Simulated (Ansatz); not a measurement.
Step by step: CaSe, atoms shaken at random, then relaxed with the cell

Method: Ansatz 0.2.0, DFT, PBE, all-electron LAPW, scalar-relativistic.

Command: `ansatz run input.yaml --threads 1 --pin off --max-ram 2048MiB --backend cpu --events-out ev --progress --plain --runs-dir out` The run took 86 s on 1 thread of Intel(R) Xeon(R) Platinum 8488C (Sapphire Rapids), with other jobs on the host, peak memory 0.51 GiB.

```yaml
crystal:
  lattice:
    - [0.0, 2.956, 2.956]
    - [2.956, 0.0, 2.956]
    - [2.956, 2.956, 0.0]
  atoms:
    - { symbol: Ca, position: [0.00818951, -0.01480039, -4.209e-05] }
    - { symbol: Se, position: [0.47692666, 0.51217433, 0.53109984] }
kpoints:
  mp_grid: { grid: [7, 7, 7] }
scf:
  occupations: { method: fermi_dirac, width: 0.02 }
hamiltonian:
  xc: pbe
  pseudopotentials: { kind: all_electron, lapw: { basis_error: 0.001 } }
output:
  forces: true
  stress: true
relax:
  f_tol: 0.01
  max_steps: 80
  cell: {}
```

The cell comes from COD entry 1010880, which wasn't checked; take it as a given geometry. It is an old determination, and later ones may differ. The listed cell was then made from it by scaling, straining or moving an atom.

Each frame lists the cell vectors (Å), then Cartesian positions (Å) and forces (eV/Å). Free energies count from the first step, -84644.1461 eV.

The walk took 4 evaluations in all; steps that aren't listed are left out.

Step 1: E = 0.0 meV, P = 1.71 GPa

```
cell 0.0000 2.9560 2.9560 2.9560 0.0000 2.9560 2.9560 2.9560 0.0000
Ca   -0.0439    0.0241   -0.0195     0.586  -0.001  -0.037
Se    3.0839    2.9797    2.9238    -0.586   0.001   0.037
```

Step 2: E = -52.0 meV, P = -0.39 GPa

```
cell 0.0008 2.9906 2.9906 2.9817 0.0000 2.9913 2.9810 2.9906 0.0007
Ca    0.0404    0.0242   -0.0264     0.011   0.000   0.001
Se    3.0261    3.0148    2.9653    -0.011   0.000  -0.001
```

Q: How does the relaxation end?

A: It converges, with a = 4.215 Å, b = 4.213 Å, c = 4.213 Å, α = 60.03°, β = 59.98°, γ = 59.98° for the cell as listed; within 0.05 Å it has space group Fm-3m; smaller departures are within what the tolerances leave open. The last solve (on a basis chosen afresh for the final cell, so its energy is not quite comparable) gives E = -52.6 meV, P = -0.02 GPa:
```
cell 0.0001 2.9804 2.9804 2.9775 0.0000 2.9805 2.9775 2.9804 0.0001
Ca    0.0423    0.0241   -0.0262     0.000   0.000   0.000
Se    3.0199    3.0045    2.9545     0.000   0.000   0.000
```
